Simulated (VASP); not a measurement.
# Rb (Im-3m) in VASP: a series of runs

One crystal, Rb, is run at these levels: PBEsol, r2SCAN; tasks: relaxation of cell and atoms.

Program: VASP 6.6.1. These are calculated values, not measurements. Logs are shortened: lines on timing, memory, paths and dates and some standing lists are left out, and cuts for length are marked.

**1. Starting point**

It takes space group Im-3m (No. 229, cubic). The conventional cell has a = 5.605 Å, b = 5.605 Å, c = 5.605 Å, α = 90.00°, β = 90.00°, γ = 90.00°.

**2. Relaxation of cell and atoms, PBEsol**

The input, INCAR:

```
SYSTEM = Rb
PREC = Accurate ; ENCUT = 600
EDIFF = 1E-6 ; ISMEAR = 1
SIGMA = 0.1 ; LREAL = .FALSE.
LASPH = .TRUE. ; NELM = 80
ALGO = Normal ; ISIF = 3
LWAVE = .FALSE. ; LCHARG = .FALSE.
GGA = PS ; IBRION = 2
NSW = 90 ; EDIFFG = -0.01
```

The input, KPOINTS:

```
Automatic mesh
0
G
  12 12 12
  0 0 0
```

The input, POSCAR:

```
Rb
1.0
   -2.8025000000      2.8025000000      2.8025000000
    2.8025000000     -2.8025000000      2.8025000000
    2.8025000000      2.8025000000     -2.8025000000
Rb
1
Direct
    0.0000000000      0.0000000000      0.0000000000
```

Potentials or basis: VASP PAW PBE potentials, release 64 (Rb_sv).

Launch:

```bash
$ cat potpaw_PBE.64/Rb_sv/POTCAR > POTCAR
$ mpirun -np 1 vasp_std > vasp.out
```

OUTCAR:

```text
SYSTEM = Rb
   PREC = Accurate
   ENCUT = 600
   EDIFF = 1E-6
   ISMEAR = 1
   LREAL = .FALSE.
   LASPH = .TRUE.
   NELM = 80
   ISIF = 3
   GGA = PS
   IBRION = 2
   NSW = 90
   EDIFFG = -0.01

 ion  position               nearest neighbor table
   1  0.000  0.000  0.000-

  LATTYP: Found a body centered cubic cell.
 ALAT       =     5.6050000000

  Lattice vectors:

 A1 = (  -2.8025000000,   2.8025000000,   2.8025000000)
 A2 = (   2.8025000000,  -2.8025000000,   2.8025000000)
 A3 = (   2.8025000000,   2.8025000000,  -2.8025000000)

Analysis of symmetry for initial positions (statically):
=====================================================================
 Subroutine PRICEL returns:
 Original cell was already a primitive cell.

 Routine SETGRP: Setting up the symmetry group for a
 body centered cubic supercell.

 Subroutine GETGRP returns: Found 48 space group operations
 (whereof 48 operations were pure point group operations)
 out of a pool of 48 trial point group operations.

The static configuration has the point symmetry O_h .

Analysis of symmetry for dynamics (positions and initial velocities):
=====================================================================
 Subroutine PRICEL returns:
 Original cell was already a primitive cell.

 Routine SETGRP: Setting up the symmetry group for a
 body centered cubic supercell.

 Subroutine GETGRP returns: Found 48 space group operations
 (whereof 48 operations were pure point group operations)
 out of a pool of 48 trial point group operations.

The dynamic configuration has the point symmetry O_h .

 Subroutine INISYM returns: Found 48 space group operations
 (whereof 48 operations are pure point group operations),
 and found     1 'primitive' translations

----------------------------------------------------------------------------------------

                                     Primitive cell

  volume of cell :      88.0434

  direct lattice vectors                    reciprocal lattice vectors
    -2.802500000  2.802500000  2.802500000     0.000000000  0.178412132  0.178412132
     2.802500000 -2.802500000  2.802500000     0.178412132  0.000000000  0.178412132
     2.802500000  2.802500000 -2.802500000     0.178412132  0.178412132  0.000000000

  length of vectors
     4.854072388  4.854072388  4.854072388     0.252312857  0.252312857  0.252312857

  position of ions in fractional coordinates (direct lattice)
     0.000000000  0.000000000  0.000000000

  ion indices of the primitive-cell ions
   primitive index   ion index
                 1           1

----------------------------------------------------------------------------------------

 KPOINTS: Automatic mesh

Automatic generation of k-mesh.
 Grid dimensions read from file:
 generate k-points for:   12   12   12

 Generating k-lattice:

  Cartesian coordinates                     Fractional coordinates (reciprocal lattice)
     0.000000000  0.014867678  0.014867678     0.083333333  0.000000000  0.000000000
     0.014867678  0.000000000  0.014867678     0.000000000  0.083333333  0.000000000
     0.014867678  0.014867678  0.000000000     0.000000000  0.000000000  0.083333333

  Length of vectors
     0.021026071  0.021026071  0.021026071

  Shift w.r.t. Gamma in fractional coordinates (k-lattice)
     0.000000000  0.000000000  0.000000000

 Subroutine IBZKPT returns following result:
 ===========================================

 Found     72 irreducible k-points:

 Following reciprocal coordinates:
            Coordinates               Weight
  0.000000  0.000000  0.000000      1.000000
  0.083333  0.000000  0.000000     12.000000
  0.166667  0.000000  0.000000     12.000000
  0.250000  0.000000  0.000000     12.000000
  0.333333  0.000000  0.000000     12.000000
  0.416667  0.000000  0.000000     12.000000
[... 16 lines left out ...]
  0.333333  0.083333  0.083333     24.000000
  0.416667  0.083333  0.083333     12.000000
 [... further k-points ...]
   k-points           NKPTS =     72   k-points in BZ     NKDIM =     72   number of bands    NBANDS=      8
   number of dos      NEDOS =    301   number of ions     NIONS =      1
   total plane-waves  NPLWV =  64000
   dimension x,y,z NGX =    40 NGY =   40 NGZ =   40
   dimension x,y,z NGXF=    80 NGYF=   80 NGZF=   80
   ions per type =               1
   NGX,Y,Z   is equivalent  to a cutoff of  13.70, 13.70, 13.70 a.u.
   NGXF,Y,Z  is equivalent  to a cutoff of  27.40, 27.40, 27.40 a.u.
 SYSTEM =  Rb
   PREC   = accura    normal or accurate (medium, high low for compatibility)
   ISTART =      0    job   : 0-new  1-cont  2-samecut
   ICHARG =      2    charge: 1-file 2-atom 10-const
   ISPIN  =      1    spin polarized calculation?
   LNONCOLLINEAR =      F non collinear calculations
   LSORBIT =      F    spin-orbit coupling
   LASPH  =      T    aspherical Exc in radial PAW
   ENCUT  =  600.0 eV  44.10 Ry    6.64 a.u.   9.69  9.69  9.69*2*pi/ulx,y,z
   NELM   =     80;   NELMIN=  2; NELMDL= -5     # of ELM steps
   EDIFF  = 0.1E-05   stopping-criterion for ELM
   LREAL  =      F    real-space projection
   EDIFFG = -.1E-01   stopping-criterion for IOM
   NSW    =     90    number of steps for IOM
   IBRION =      2    ionic relax: 0-MD 1-quasi-New 2-CG
   NFREE  =      1    steps in history (QN), initial steepest desc. (CG)
   ISIF   =      3    stress and relaxation
   ISYM   =      2    0-nonsym 1-usesym 2-fastsym
   POTIM  = 0.5000    time-step for ionic-motion
   TEBEG  =    0.0;   TEEND  =   0.0 temperature during run
   PSTRESS=    0.0 pullay stress
   NELECT =       9.0000    total number of electrons
   NUPDOWN=      -1.0000    fix difference up-down
   EMIN   =  10.00;   EMAX   =-10.00  energy-range for DOS
   EFERMI =   0.00;   METHOD = LEGACY
   ISMEAR =     1;   SIGMA  =   0.10  broadening in eV -4-tet -1-fermi 0-gaus
   EFERMI_NEDOS =   21; number of points for ismear=-14 and -15
   IALGO  =     38    algorithm
   IMIX   =      4    mixing-type and parameters
     AMIX     =   0.40;   BMIX     =  1.00
     AMIX_MAG =   1.60;   BMIX_MAG =  1.00
  volume/ion in A,a.u.               =      88.04       594.15
  Fermi-wavevector in a.u.,A,eV,Ry     =   0.765462  1.446513  7.972081  0.585931
  Thomas-Fermi vector in A             =   1.865587
   LORBIT       =      0    0 simple, 1 ext, 2 COOP (PROOUT), +10 PAW based schemes
   GGA     = PS    functional components
   LHFCALC =     F    Hartree Fock is set to
   AEXX    =    0.0000 exact exchange contribution
   IVDW    =     0    specifies the selected vdW correction
   LEPSILON=     F    determine dielectric tensor
   LRPA    =     F    only Hartree local field effects (RPA)
 conjugate gradient relaxation of ions
 non-spin polarized calculation
 Methfessel and Paxton  Order N= 1 SIGMA  =   0.10
  energy-cutoff  :      600.00
  volume of cell :       88.04
 maximum number of plane-waves:      2988
   NGX = 19   NGY = 19   NGZ = 19

--------------------------------------- Ionic step        1  -------------------------------------------

 number of electron       9.0000000 magnetization

 Free energy of the ion-electron system (eV)
  ---------------------------------------------------
  ext. energy  EPLUGINS =         0.00000000
  ---------------------------------------------------
  free energy    TOTEN  =        -1.02287565 eV

  energy without entropy =       -1.02214758  energy(sigma->0) =       -1.02263296

------------------------ aborting loop because EDIFF is reached ----------------------------------------

  FORCE on cell =-STRESS in cart. coord.  units (eV):
  Direction    XX          YY          ZZ          XY          YZ          ZX
  --------------------------------------------------------------------------------------
  -------------------------------------------------------------------------------------
  Total       -0.0283472     -0.0283472     -0.0283472      0.0000000      0.0000000     -0.0000000
  in kB       -0.5158500     -0.5158500     -0.5158500      0.0000000      0.0000000     -0.0000000
  external PRESSURE =      -0.5158500 kB  Pullay stress =       0.0000000 kB
[... 55 lines left out ...]
  energy  without entropy=       -1.0222552253  energy(sigma->0) =       -1.02273929

--------------------------------------- Ionic step        3  -------------------------------------------

 number of electron       9.0000000 magnetization

 Free energy of the ion-electron system (eV)
  ---------------------------------------------------
  ext. energy  EPLUGINS =         0.00000000
  ---------------------------------------------------
  free energy    TOTEN  =        -1.02313975 eV

  energy without entropy =       -1.02241968  energy(sigma->0) =       -1.02289973

 E-fermi :   0.0454     XC(G=0):  -5.6456

 val. band max:        0.0375926027   @ k =   0.2500   0.2500   0.0000
 cond. band min:       0.0813108131   @ k =   0.3333   0.1667  -0.0000
 fundamental gap:      0.0437182103
 Fermi energy:         0.0454302640

 k-point     1 :       0.0000    0.0000    0.0000
  band No.  band energies     occupation
      1     -28.7739      2.00000
      2     -12.8154      2.00000
      3     -12.8154      2.00000
      4     -12.8154      2.00000
      5      -1.9858      2.00000
      6       3.7820      0.00000
      7       3.7820      0.00000
      8       3.7820      0.00000
[... 243 lines left out ...]
 k-point    24 :       0.4167    0.0833    0.0833
  band No.  band energies     occupation
      1     -28.7684      2.00000
      2     -12.9220      2.00000
      3     -12.8579      2.00000
      4     -12.8229      2.00000
      5       0.4638     -0.00000
      6       0.9208     -0.00000
      7       2.3451      0.00000
      8       4.2242      0.00000

 [... further k-points ...]

------------------------ aborting loop because EDIFF is reached ----------------------------------------

  FORCE on cell =-STRESS in cart. coord.  units (eV):
  Direction    XX          YY          ZZ          XY          YZ          ZX
  --------------------------------------------------------------------------------------
  -------------------------------------------------------------------------------------
  Total       -0.0027049     -0.0027049     -0.0027049     -0.0000000      0.0000000     -0.0000000
  in kB       -0.0500388     -0.0500388     -0.0500388     -0.0000000      0.0000000     -0.0000000
  external PRESSURE =      -0.0500388 kB  Pullay stress =       0.0000000 kB
[... 16 lines left out ...]
  FREE ENERGIE OF THE ION-ELECTRON SYSTEM (eV)
  ---------------------------------------------------
  free  energy   TOTEN  =        -1.0231397527 eV

  energy  without entropy=       -1.0224196780  energy(sigma->0) =       -1.02289973

 reached required accuracy - stopping structural energy minimisation
```

Wall time 83 s (1 thread of AMD EPYC 7R13 (Zen 3), shared host); peak memory 0.25 GiB.

What came out:

```
Free energy                            : -1.0231 eV
Relaxed volume                         : 86.61 Å³/atom
Relaxed cell                           : a = 4.828 Å, b = 4.828 Å, c = 4.828 Å, α = 109.47°, β = 109.47°, γ = 109.47°
Space group after relaxing (to 0.05 Å) : Im-3m (No. 229)
Energy gained by relaxing              : 0.3 meV/atom
Ionic steps                            : 3
Pressure after relaxing                : 0.0 GPa
Band gap on the k mesh                 : none (metal or under the smearing width)
```

Step by step:
| step | energy change (eV) | largest force (eV/Å) | pressure (GPa) | volume (Å³) |
| --- | --- | --- | --- | --- |
| 1 | 0.0000 | 0.0000 | -0.05 | 88.04 |
| 2 | -0.0001 | 0.0000 | -0.04 | 87.68 |
| 3 | -0.0003 | 0.0000 | -0.01 | 86.61 |

Final structure:
```yaml
crystal:
  lattice:
    - [-2.78717, 2.78717, 2.78717]
    - [2.78717, -2.78717, 2.78717]
    - [2.78717, 2.78717, -2.78717]
  atoms:
    - { symbol: Rb, position: [0.00000, 0.00000, 0.00000] }
```

Caveat: the PAW data sets were made with another functional, which shifts forces and pressure a little.

**3. Relaxation of cell and atoms, PBEsol**

This run uses another cell than the first one, of 86.61 Å³/atom, 0.984 times its volume.

The input, INCAR:

```
SYSTEM = Rb
PREC = Accurate ; ENCUT = 600
EDIFF = 1E-7 ; ISMEAR = 1
SIGMA = 0.1 ; LREAL = .FALSE.
LASPH = .TRUE. ; NELM = 80
ALGO = Normal ; ISIF = 3
LWAVE = .FALSE. ; LCHARG = .FALSE.
GGA = PS ; IBRION = 2
NSW = 90 ; EDIFFG = -0.005
```

KPOINTS is that of step 2.

The input, POSCAR:

```
Rb                                      
1.0
   -2.7871698456      2.7871698456      2.7871698456
    2.7871698456     -2.7871698456      2.7871698456
    2.7871698456      2.7871698456     -2.7871698456
  Rb            
     1
Direct
     0.0000000000000000    0.0000000000000000    0.0000000000000000
```

Potentials or basis: VASP PAW PBE potentials, release 64 (Rb_sv).

Launch:

```bash
$ cat potpaw_PBE.64/Rb_sv/POTCAR > POTCAR
$ mpirun -np 1 vasp_std > vasp.out
```

It took 38 s on 1 thread of AMD EPYC 7R13 (Zen 3), shared host; peak memory 0.23 GiB.

Results (log left out):

```
Free energy             : -1.0231 eV
Pressure after relaxing : 0.0 GPa
Band gap on the k mesh  : none (metal or under the smearing width)
```

Final structure:
```yaml
crystal:
  lattice:
    - [-2.78717, 2.78717, 2.78717]
    - [2.78717, -2.78717, 2.78717]
    - [2.78717, 2.78717, -2.78717]
  atoms:
    - { symbol: Rb, position: [0.00000, 0.00000, 0.00000] }
```

Levels at points of the mesh, in eV from the Fermi level:
```tsv
k point	band 2	band 3	band 4	band 5	band 6	band 7
(0.00, 0.00, 0.00)	-12.86	-12.86	-12.86	-2.03	3.74	3.74
(0.50, 0.00, 0.00)	-12.98	-12.90	-12.86	0.24	0.83	2.60
(0.50, 0.50, 0.50)	-12.94	-12.94	-12.94	1.24	1.24	3.38
```

Caveat: the relaxation stopped at its first step, so nothing moved; the PAW data sets were made with another functional, which shifts forces and pressure a little.

**4. Relaxation of cell and atoms, r2SCAN**

The input, INCAR:

```
  PREC = Accurate
  ENCUT = 600
  EDIFF = 1E-6
  ISMEAR = 1
  SIGMA = 0.1
  LREAL = False
  LASPH = True
  NELM = 80
  ALGO = Normal
  ISIF = 3
  LWAVE = False
  LCHARG = False
  METAGGA = R2SCAN
  LMIXTAU = True
  IBRION = 2
  NSW = 90
  EDIFFG = -0.01
```

The input, KPOINTS:

```
Automatic mesh
0
Gamma
  12 12 12
```

The input, POSCAR:

```
Rb
1.0
   -2.8025000000      2.8025000000      2.8025000000
    2.8025000000     -2.8025000000      2.8025000000
    2.8025000000      2.8025000000     -2.8025000000
Rb
1
Direct
    0.0000000000      0.0000000000      0.0000000000
```

Launch:

```bash
$ cat potpaw_PBE.64/Rb_sv/POTCAR > POTCAR
$ mpirun -np 1 vasp_std > vasp.out
```

Wall time 10 min (1 thread of Intel Xeon 6975P-C (Granite Rapids), shared host); peak memory 0.3 GiB.

It converged, with:

| Quantity | Value |
| --- | --- |
| Free energy | -13.9176 eV |
| Relaxed volume | 95.02 Å³/atom |
| Relaxed cell | a = 4.979 Å, b = 4.979 Å, c = 4.979 Å, α = 109.47°, β = 109.47°, γ = 109.47° |
| Space group after relaxing (to 0.05 Å) | Im-3m (No. 229) |
| Energy gained by relaxing | 4.6 meV/atom |
| Ionic steps | 5 |
| Pressure after relaxing | 0.0 GPa |
| Band gap on the k mesh | none (metal or under the smearing width) |

The path:
| step | energy change (eV) | largest force (eV/Å) | pressure (GPa) | volume (Å³) |
| --- | --- | --- | --- | --- |
| 1 | 0.0000 | 0.0000 | 0.23 | 88.04 |
| 2 | -0.0020 | 0.0000 | 0.17 | 89.63 |
| 3 | -0.0041 | 0.0000 | 0.07 | 92.56 |
| 4 | -0.0035 | 0.0000 | -0.09 | 98.60 |
| 5 | -0.0046 | 0.0000 | 0.00 | 95.02 |

Final structure:
```cif
data_structure
_symmetry_space_group_name_H-M 'P 1'
_symmetry_Int_Tables_number 1
_cell_length_a 4.9791
_cell_length_b 4.9791
_cell_length_c 4.9791
_cell_angle_alpha 109.471
_cell_angle_beta 109.471
_cell_angle_gamma 109.471
_cell_volume 95.02
loop_
_atom_site_label
_atom_site_type_symbol
_atom_site_fract_x
_atom_site_fract_y
_atom_site_fract_z
_atom_site_occupancy
Rb1 Rb 0.00000 0.00000 0.00000 1
```

Levels at points of the mesh, in eV from the Fermi level:
```csv
k point,band 1,band 2,band 3,band 4,band 5,band 6,band 7,band 8
"(0.00, 0.00, 0.00)",-30.09,-13.58,-13.58,-13.58,-2.03,4.08,4.08,4.08
"(0.50, 0.00, 0.00)",-30.09,-13.67,-13.61,-13.58,0.37,0.70,2.87,4.71
"(0.50, 0.50, 0.50)",-30.09,-13.64,-13.64,-13.64,1.36,1.36,3.41,3.41
```

Caveat: the PAW data sets were made with another functional, which shifts forces and pressure a little. Zero-point motion and thermal expansion aren't in these numbers.
